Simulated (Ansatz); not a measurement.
# bcc W(110) / bcc Ta(110) interface: specific resistance

How much resistance does one bcc W(110) / bcc Ta(110) interface add to a current across the layers?

Method: Ansatz plane-wave DFT, PBE, PAW files; ballistic transport by layer matching (Landauer), zero bias; PAW set soft_1, in the first sound run; inputs show where later runs differ, in Ansatz 0.2.0.

## Step 1: Starting point

The cell holds 20 atoms: 10 W and 10 Ta. Its edges and angles: a = 2.800 Å, b = 2.800 Å, c = 45.793 Å, α = 90.0°, β = 90.0°, γ = 109.5°. It derives from W and Ta. Regions: W, 10 atoms (10 W); Ta, 10 atoms (10 Ta). The structure's axis is c.

## Step 2: Transmission: PBE

Both metals share one in-plane lattice, the mean of the two, each at its own atomic volume. The two leads are named in the middle of each metal, so that only one of the cell's two interfaces is crossed. The mesh across the current, 46×46, is finer than the density's, because channels open and close sharply across the zone. Energies from -0.27 to 0.27 eV in steps of 0.036 eV cover the slope of the Fermi function at 300 K, so the program can form a conductance.

input.yaml

```yaml
crystal:
  lattice:
    - [1.61684, -2.2865570562, 0.0]
    - [1.61684, 2.2865570562, 0.0]
    - [0.0, 0.0, 45.7933891362]
  atoms:
    - { symbol: W, position: [0.0, 0.0, 0.0218372132] }
    - { symbol: W, position: [0.5, 0.5, 0.0686459524] }
    - { symbol: W, position: [0.0, 0.0, 0.1154546917] }
    - { symbol: W, position: [0.5, 0.5, 0.162263431] }
    - { symbol: W, position: [0.0, 0.0, 0.2090721703] }
    - { symbol: W, position: [0.5, 0.5, 0.2558809095] }
    - { symbol: W, position: [0.0, 0.0, 0.3026896488] }
    - { symbol: W, position: [0.5, 0.5, 0.3494983881] }
    - { symbol: W, position: [0.0, 0.0, 0.3963071274] }
    - { symbol: W, position: [0.5, 0.5, 0.4431158667] }
    - { symbol: Ta, position: [0.0, 0.0, 0.4931158667] }
    - { symbol: Ta, position: [0.5, 0.5, 0.5463071274] }
    - { symbol: Ta, position: [0.0, 0.0, 0.5994983881] }
    - { symbol: Ta, position: [0.5, 0.5, 0.6526896488] }
    - { symbol: Ta, position: [0.0, 0.0, 0.7058809095] }
    - { symbol: Ta, position: [0.5, 0.5, 0.7590721703] }
    - { symbol: Ta, position: [0.0, 0.0, 0.812263431] }
    - { symbol: Ta, position: [0.5, 0.5, 0.8654546917] }
    - { symbol: Ta, position: [0.0, 0.0, 0.9186459524] }
    - { symbol: Ta, position: [0.5, 0.5, 0.9718372132] }
kpoints:
  mp_grid: { grid: [14, 14, 1] }
hamiltonian:
  xc: pbe
  pseudopotentials: { kind: paw, azcp: { folder: soft_1 } }
scf:
  occupations: { method: fermi_dirac, width: 0.1 }
output:
  transmission:
    leads: [[4, 5], [14, 15]]
    kmesh: [46, 46]
    e_range: [-0.27, 0.27]
    de: 0.036
  write_potential: true
  write_density: true
  volumetric_format: npy
  elf: true
```

The run is started by

```bash
ansatz run input.yaml --threads 4 --pin off --max-ram 15360MiB --backend cpu --events-out ev --progress --plain --runs-dir out
```

Numbers of over 12 decimals in the logs are rounded to 6 here.

The log of the run:

```text
Engine: ansatz 0.2.0, aarch64-unknown-linux-gnu
Pseudopotentials: kind: paw
Pseudopotential: W, paw, valence charge 14, recommended cutoff 420 eV (normal), soft_1/W.paw.azcp
Pseudopotential: Ta, paw, valence charge 13, recommended cutoff 420 eV (normal), soft_1/Ta.paw.azcp
Functional definition: PBE
  parameter kappa = 0.804
  parameter beta = 0.066725
  exchange = pbe_x(kappa = kappa, mu = beta*pi^2/3)
  correlation = pbe_c(beta = beta)
Crystal: 20 atoms, lattice volume = 338.596 Å³
Basis set: ecut = 420 eV, 6651 PW (Γ)
Bands: 162, of which v1, the nominal top of the filled ones, is band 135 counted from 1 (134 counted from 0)
Symmetry: 8 space group operations
Space group: Cmme (ITA 67), of the structure as read, at distance tolerance 7.0e-5 Å
k-points: 57 of 196
Non-local potential: W, projectors of the file, l = 0: 3, l = 1: 2, l = 2: 2, l = 3: 1
Non-local potential: Ta, projectors of the file, l = 0: 3, l = 1: 2, l = 2: 2, l = 3: 1
PAW form: soft (Blöchl's): semilocal exchange-correlation on the pseudo side does not see the compensation charge
PAW one-centre angular grid: W, 590 points (default); XC on 64 Gauss nodes
PAW one-centre angular grid: Ta, 590 points (default); XC on 64 Gauss nodes
Initial density: superposition of atomic densities (chi_scale 0.1, normalization cell, long waves of neutral atoms (reshape's long-wave potential 137.77 eV rms, cloud 3.32 Å wide))
Initial wavefunctions: pseudopotential atomic-orbital guess
Functional: x = pbe(κ = 0.804, μ = 0.219515), c = pbe(β = 0.066725)
SCF iter   1: F=—  HF=-203225.214721 eV  |F-HF|=—  |Δ(HF+E_count)|=         —  Δρ=1.27e-1  dr2=4.29e3  ethr=3.10e-3  ⟨swp⟩=5.7  Hψ=36346  notcnv=0  defer=10
preconditioner: auto → Kerker (q_TF=auto, 2.627 Å⁻¹)  [metal: Δε(μ)=0.004 eV  Ē_g=4.929 eV  σ=0.100 eV  W_gap=0.01  n_scr=106 (ndim 8)  ℏωp=21.2 eV  f_vac=0.000  D(μ)=14.84/eV (n_scr^D=142)]
SCF iter   2: F=—  HF=-203204.508761 eV  |F-HF|=—  |Δ(HF+E_count)|=    2.07e1  Δρ=7.26e-2  dr2=1.35e3  ethr=3.10e-3  ⟨swp⟩=3.1  Hψ=15398  notcnv=0  defer=93
SCF iter   3: F=—  HF=-203192.580020 eV  |F-HF|=—  |Δ(HF+E_count)|=    1.19e1  Δρ=2.01e-2  dr2=8.13e1  ethr=3.10e-3  ⟨swp⟩=4.8  Hψ=21228  notcnv=0  defer=227
SCF iter   4: F=—  HF=-203191.593485 eV  |F-HF|=—  |Δ(HF+E_count)|=   9.87e-1  Δρ=9.36e-3  dr2=9.76e0  ethr=3.10e-3  ⟨swp⟩=6.0  Hψ=19852  notcnv=0  defer=199
SCF iter   5: F=—  HF=-203191.500068 eV  |F-HF|=—  |Δ(HF+E_count)|=   9.34e-2  Δρ=2.84e-3  dr2=2.04e0  ethr=3.10e-3  ⟨swp⟩=2.2  Hψ=10841  notcnv=0  defer=177
SCF iter   6: F=—  HF=-203191.479576 eV  |F-HF|=—  |Δ(HF+E_count)|=   2.05e-2  Δρ=8.09e-4  dr2=1.25e-1  ethr=7.57e-4  ⟨swp⟩=1.7  Hψ=9899  notcnv=0  defer=183
SCF iter   7: F=—  HF=-203191.478006 eV  |F-HF|=—  |Δ(HF+E_count)|=   1.57e-3  Δρ=3.18e-4  dr2=1.27e-2  ethr=4.62e-5  ⟨swp⟩=1.2  Hψ=9284  notcnv=0  defer=173
SCF iter   8: F=—  HF=-203191.477720 eV  |F-HF|=—  |Δ(HF+E_count)|=   2.85e-4  Δρ=8.90e-5  dr2=8.61e-4  ethr=4.69e-6  ⟨swp⟩=1.1  Hψ=9159  notcnv=0  defer=172
SCF iter   9: F=—  HF=-203191.477710 eV  |F-HF|=—  |Δ(HF+E_count)|=   1.03e-5  Δρ=1.30e-5  dr2=2.03e-5  ethr=3.19e-7  ⟨swp⟩=1.7  Hψ=9542  notcnv=0  defer=166
SCF iter  10: F=—  HF=-203191.477945 eV  |F-HF|=—  |Δ(HF+E_count)|=   2.35e-4  Δρ=3.71e-6  dr2=9.48e-7  ethr=7.53e-9  ⟨swp⟩=1.9  Hψ=10526  notcnv=0  defer=167
SCF iter  11: F=-203191.477945 eV  HF=-203191.477945 eV  |F-HF|=1.09e-8  |Δ(HF+E_count)|=   1.45e-8  Δρ=6.83e-7  dr2=1.17e-8  ethr=3.70e-11  ⟨swp⟩=13.0  Hψ=34403  notcnv=0
SCF 1 converged in 11 iterations: F = -203191.477945 eV  dr2 = 1.17e-8
  greatest PAW one-centre occupation: 0.999 electrons in one spin orbital (limit 2), on the W atom at site 5 (counted from 0), in its partial waves of l = 0
transmission: 2047 of 20461 steps passed
transmission: 4093 of 20461 steps passed
[...]
transmission: 20461 of 20461 steps passed
SCF converged after 11 iterations
Free energy (F): -203191.477945 eV
Harris-Foulkes:  -203191.477945 eV  (|F-HF|=1.09e-8)
Internal energy: -203190.936361 eV  (E = F + TS)
E sigma→0 (E₀):  -203191.207153 eV
Entropy (-TS):   -0.541585 eV (-27.079 meV/atom)
Fermi energy:    20.311094 eV
--- Per-component energies (eV) ---
  E_band       = -1943.338617
  E_kinetic    = 8156.563803
  E_local      = -28134.527261  (includes V_loc(G=0)·N_el)
  E_nonlocal   = -363.824297
  E_hartree    = 12853.523249
  E_xc         = -5891.452417
  E_vxc        = -4652.339934  (∫ρ·V_xc dr)
  E_paw        = -168825.506927  (= ΣΔE_a)
  E_vpaw       = -2656.269858  (= ΣTr[D̂ρ^β])
  E_aug_tail   = 0.002425  (compensation charges beyond the density's cutoff)
  E_ewald      = -20985.714935
  E_smearing   = -0.541585  (= −TS)
  E_closure    = 0.000000  (closes the sum)
  Σ components = -203191.477945   (vs F -203191.477945, Δ=0.00e0)
--- Band table (eV; the first three rows and the last of 57) ---
  k-point 0: bands = [... 131 lower, 20.1234, 20.1273, 20.3255, 20.3457, 20.4666, 20.4971, 20.5034, 20.5214, ... 23 higher]
  k-point 1: bands = [... 131 lower, 20.1838, 20.1856, 20.2160, 20.2530, 20.3625, 20.4407, 20.5082, 20.5770, ... 23 higher]
  k-point 2: bands = [... 131 lower, 20.0697, 20.1007, 20.1442, 20.1633, 20.1871, 20.2744, 20.3494, 20.3690, ... 23 higher]
  k-point 56: bands = [... 131 lower, 21.2269, 21.3506, 21.3786, 21.8289, 21.8569, 21.8706, 21.9695, 21.9782, ... 23 higher]
--- Transmission ---
  basis      : 63 plane waves across, 37 finite elements along
  points     : 553, standing for a mesh of 46 x 46
  filling    : by the input's occupations and mesh, since the crystals that have channels conduct as metals do. If one of these is a semiconductor, that mesh has misplaced its level
  energies   : 16 from -0.270000 to 0.270000 eV about the Fermi level, 0.036000 eV apart; the leads are filled to 0.000000 eV, and channels, transmission and decay are at 0.018000 eV
  crystal 0  : W1, at the sites [4, 5], period 2.1435 Å, over 21.44 Å; its Hamiltonian steps by up to 6.7 meV
    offset         : up to 0.0000 Å between an atom of the period and one for which it stands
    filled         : 14.3 meV under the level at which it is neutral
    channels       : 8.837429e-1 a spin
    conductance    : 9.1626e14 S/m² at 300 K; may be off by some 0.0 % by where its bands' edges are placed, 4.4 % from the k-mesh, 1.7 % from the distance to neutral
    slowest decay  : 0.0064 /Å at (0.4565, 0.2391)
  crystal 1  : Ta1, at the sites [14, 15], period 2.4358 Å, over 24.36 Å; its Hamiltonian steps by up to 1.1 meV
    offset         : up to 0.0000 Å between an atom of the period and one for which it stands
    filled         : 12.9 meV over the level at which it is neutral
    channels       : 1.589319e0 a spin
    conductance    : 1.6854e15 S/m² at 300 K; may be off by some 0.0 % by where its bands' edges are placed, 1.9 % from the k-mesh, 0.9 % from the distance to neutral
    slowest decay  : 0.0063 /Å at (-0.2609, 0.1957)
  junction   : crystal 0 to crystal 1, 11.34 to 31.80 Å
    transmission   : 5.207797e-1 a spin
    conductance    : 5.4517e14 S/m² at 300 K (5.2380e14 on every other point, 5.4468e14 on every other energy)
    error estimate : 0.1 % from the energy spacing and 0.3 % from band edges of the leads and from resonances (wavevectors taken as independent; lower de), 3.9 % from the k-mesh, 1.7 % from the steps of its leads' Hamiltonians or their offsets (lay more layers), 0.3 % from the distance to neutral
    resistance     : 9.9194e-4 Ω µm² beyond half of each lead's own
```

Run time: 8.5 min. Hardware: 4 threads of Arm Neoverse V1, shared host; peak memory 2.7 GiB; 26 min of CPU time.

This step gave:

- free energy: -203191.4779 eV
- energy at zero smearing: -203191.2072 eV
- Fermi energy: 20.31 eV
- cell area: 7.394 Å²
- step of the lead's potential: 6.7 meV
- ballistic conductance of the lead: 9.16e14 S/m²
- estimated errors of the lead's conductance: 0, 4.4, 1.7 % (band edges, k-mesh, distance from neutral)
- lead conductance per cell: 0.8744 G₀
- step of the upper lead's potential: 1.1 meV
- ballistic conductance of the upper lead: 1.69e15 S/m²
- conductance of the junction: 5.45e14 S/m²
- junction conductance per cell: 0.5203 G₀
- estimated errors of the junction's conductance: 0.1, 0.3, 3.9, 1.7, 0.3 % (energy step, band edges, k-mesh, leads' steps, distance from neutral)
- area resistance that the stack adds (contact term taken off, spin by spin): 0.9919 fΩ m²

Per spin. Table of transmission, zone mean by energy, zero at the Fermi level:

```tsv
energy (eV)	transmission, zone mean
-0.270	0.442
-0.234	0.452
-0.198	0.481
-0.162	0.493
-0.126	0.504
-0.090	0.515
-0.054	0.516
-0.018	0.516
0.018	0.521
0.054	0.525
0.090	0.536
0.126	0.531
0.162	0.516
0.198	0.507
0.234	0.494
0.270	0.486
```

Per spin. The open channels, zone mean by energy, zero at the Fermi level:

```tsv
energy (eV)	lead	upper lead
-0.270	0.788	1.75
-0.234	0.785	1.73
-0.198	0.805	1.75
-0.162	0.820	1.73
-0.126	0.830	1.71
-0.090	0.829	1.69
-0.054	0.825	1.68
-0.018	0.831	1.63
0.018	0.884	1.59
0.054	0.924	1.53
0.090	0.999	1.49
0.126	1.03	1.46
0.162	1.05	1.41
0.198	1.11	1.37
0.234	1.15	1.33
0.270	1.18	1.29
```

Transmission over k1 and k2. At -0.0180 eV from the Fermi level (the log's summary may quote the solved energy on the other side of it).

Ten even steps from '_' (0.00) to '@' (1.90), each cell a mean:
```
@@@@++++====++____________..##@@@@**__________::++++++++**@@
**++++====--==________________--==::__________::++++++++++++
++============________________________________::++++++++++++
++==--========::::::__________________....____::++++++++++++
==--------==--..--==::________________----::..--============
__________--::::========____________..====..__..____________
..________::====++++++**--__________::==++--::--::__________
______________--++**####==::::--==----++++====--::__________
________________..--++--..==##%%@@%%**--::::..______________
##..________________..--==++**%%@@@@@@==________________%%@@
@@@@::______________..++%%##++++##%%@@++________________%%@@
@@@@++______________..%%@@@@%%++++****--________________..##
--**::______________::++@@@@@@%%**--..::::..________________
____________..::----====++**%%**==::--**##==--..____________
__________..--====++++==::..______..++##**++==--::__________
..__________::::..--++--..__________::++++++==--==..______..
............::....--==::______________----==::__--::........
++++++++++++++..__::::..________________::==----============
++++++++++++++________________________________::============
++++++++++++++________________________________::========++++
##**++++++++++__________..%%%%**..____________::==--==++++##
@@@@++++++++++__..________@@@@@@@@::______::__::++++++++##@@
```
Columns: k1 (b1) from -0.5 to 0.478; rows upwards: k2 (b2) from -0.5 to 0.478.

Open channels over k1 and k2. At -0.0180 eV from the Fermi level (the log's summary may quote the solved energy on the other side of it).

Ten even steps from '_' (0.00) to '@' (3.85), each cell a mean:
```
++++--::::::--__....________==++++==______..__::::::::::--++
--::::::::::--________________::::..__________..::::::::::::
::::::::::::--________________________________..::::::::::::
::::::::::--##==--::________________........__..::::::::::::
----------####++++++==::__________..::::::::::--::::::::::--
..________==++++++++++++::________..::::::::::::____________
--..______--++++++++****++________..--::::::::::::__________
____________::++++**@@@@**::::----::--==--::::::::..________
______________::==++##++----==++++==--::--::::::::__________
--__________________..::==++++++++++++--________________====
++==..______________..==++++++++++++++==________________==++
++++--______________..==++++++++++++==::__________________==
::--..______........::--++++++++++==--==--::________________
__________::::::::::--::----====--::**%%%%++++==____________
__________::::::::::------________::**@@##++++++--__________
--__________::::::::::::::________..==++++++++++++::______::
....________::--::::::::::__________::++++++++++**--........
----::::::::::....::::::::____________..--++++##%%==--------
::::::::::::::________________________________----::::::::::
::::::::::::::________________________________::::::::::::::
==--::::::::--__________..====--______________::::::::::::==
++++--::::::--__::::______==++++==..______==__::::::::::++++
```
Columns: k1 (b1) from -0.5 to 0.478; rows upwards: k2 (b2) from -0.5 to 0.478.

ELF in the ca plane at fractional y = 0.000, with atoms of W and Ta within 0.2 Å of it. It is the smooth field of the valence electrons, not physical close to the nuclei.

Ten even steps from '0' (0.14) to '9' (0.72), each cell a mean:
```
84762444442774852544541784881454355249569325
79732533442378623433441389831453245316995135
23224533454223225433454124213543235521331255
33346543456433356433466422246643235653223565
22235543455322235433455222225543235532222455
46523533453256414433452157512543235313773145
88852443441588832443441598961453345229898225
60672454542850762544541870691464455259129426
```
Columns run along c (16.0 Å, from fractional 0.29 to 0.64 of the cell), rows up along a (2.8 Å). Atoms in or near the plane, at fractional coordinates: W at (0.30, 0.00), W at (0.40, 0.00), Ta at (0.49, 0.00), Ta at (0.60, 0.00).

Electrostatic potential energy in the ca plane at fractional y = 0.000, with atoms of W and Ta within 0.2 Å of it. With pseudopotentials it is smooth inside the atoms' cores, unlike the true potential.

Ten even steps from '0' (-36 eV) to '9' (22 eV), each cell a mean:
```
11137999997311248999998400048999999961002699
32368999998532369999999632369999999974225899
76789999999876789999999876789999999998778999
98999999999998999999999998999999999999889999
88899999999988899999999988899999999998889999
54579999999744589999999754579999999986446899
21248999998421258999998510158999999973003799
12137999997212148999998300038999999951001699
```
Columns run along c (16.0 Å, from fractional 0.29 to 0.64 of the cell; values clipped at the 3rd and 97th percentile), rows up along a (2.8 Å). Atoms in or near the plane, at fractional coordinates: W at (0.30, 0.00), W at (0.40, 0.00), Ta at (0.49, 0.00), Ta at (0.60, 0.00).

Valence density in the ca plane at fractional y = 0.000, with atoms of W and Ta within 0.2 Å of it. It is the smooth field of the valence electrons, not physical close to the nuclei.

Values in e/Å³, 5 rows by 16 columns, each cell a mean:
```
4.7 1.2 0.3 0.4 3.8 2.4 0.3 0.3 1.6 3.7 0.4 0.2 0.3 2.1 3.3 0.3
1.0 0.4 0.3 0.3 0.8 0.6 0.3 0.3 0.4 0.9 0.3 0.3 0.3 0.5 0.8 0.2
0.4 0.3 0.4 0.3 0.4 0.3 0.3 0.3 0.3 0.3 0.2 0.3 0.3 0.3 0.3 0.2
2.0 0.5 0.3 0.3 1.6 1.0 0.3 0.3 0.7 1.7 0.3 0.3 0.3 0.9 1.5 0.3
5.3 1.5 0.3 0.4 4.4 2.9 0.3 0.3 2.0 4.0 0.5 0.2 0.3 2.6 3.6 0.4
```
Columns run along c (16.0 Å, from fractional 0.29 to 0.64 of the cell), rows up along a (2.8 Å). Atoms in or near the plane, at fractional coordinates: W at (0.30, 0.00), W at (0.40, 0.00), Ta at (0.49, 0.00), Ta at (0.60, 0.00).

The larger of the two leads' potential steps is 6.7 meV from period to period, small in itself. The program estimates the junction's conductance to 3.9 % from the k-mesh, 0.3 % from the leads' distance from neutral and 1.7 % from their steps.

## Step 3: Resistance: PBE

This step: Ansatz plane-wave DFT, PBE, PAW files; ballistic transport by layer matching (Landauer), zero bias; specific resistance of one interface, 1/T less the mean of the leads' 1/N; PAW set soft_1 (Ansatz 0.2.0).

Numbers from this step:

- area resistance: 0.9897 fΩ m²
- T over the leads' mean channel count: 0.4200
- twice the interface resistance (2AR, or 2AR* for magnets): 1.979 fΩ m²

Twice the interface resistance is 1.98 fΩ m² here.

By hand, with T and the leads' channels N averaged over the energies near the Fermi level: RA = A (h/2e²)(1/T − ½[1/N₁ + 1/N₂]) = 7.394×10⁻²⁰ m² × 12 906 Ω × (1/0.5193 − ½[1/0.8660 + 1/1.607]) = 0.990 fΩ m².

(Part 1 of 3 ends here.)

[Logs are printed without paths, hosts, clocks, repeated set-up lines and the standing remarks that a program may print on its own settings, such as how far it seeks lower states.]

[Hosts, paths, dates, database ids (printed as entryN), source tags and the programs' standing remarks are cut or masked in the printed files.]
